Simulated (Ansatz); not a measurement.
**Ca in Ansatz: convergence with ecutfock ratio**

Input of the first run (ecutfock ratio 1); the others differ in this setting and in those tied to it:

Contents of input.yaml:

```yaml
crystal:
  lattice:
    - [1.971275995, -3.39549018, 0.0]
    - [1.971275995, 3.39549018, 0.0]
    - [0.0, 0.0, 6.50911174]
  atoms:
    - { symbol: Ca, position: [0.1644134, 0.8355866, 0.75] }
    - { symbol: Ca, position: [0.8355866, 0.1644134, 0.25] }
hamiltonian:
  xc: hse06
  pseudopotentials: { kind: paw, level: accurate }
kpoints:
  mp_grid: { grid: [4, 4, 2] }
scf:
  occupations: { method: gaussian, width: 0.05 }
  exx: { ecutfock_ratio: 1 }
output:
  forces: true
  stress: true
  eigenvalues: true
```

Potentials or basis: Ansatz PAW earlier set.

Launch:

```console
$ ansatz run input.yaml --threads 2 --pin off --max-ram 5632MiB --backend cpu --events-out ev --progress --plain --runs-dir out
```

This isn't the form of Ca at room conditions, which is fcc.

Hardware: 2 threads of Intel(R) Xeon(R) 6975P-C (Granite Rapids), with other jobs on the host.

| ecutfock ratio | energy less the tightest run, at zero smearing (meV/atom) | SCF cycles | CPU time (s) | peak memory (GiB) |
| --- | --- | --- | --- | --- |
| 1 | 3.77 | 32 | 100 | 1.7 |
| 2 | 0.00 | 32 | 100 | 1.7 |
| 3 | 0.00 | 32 | 100 | 1.8 |
| 4 | 0.00 | 32 | 100 | 1.8 |

Against the tightest run, the energy stays within 1 meV/atom from 2 on. The tightest run that finished is the yardstick and may itself not be fully converged.

Caveat, for the tightest run too: the k mesh is coarse (spacing up to 0.48 Å⁻¹), so the values aren't converged, least of all with exact exchange.
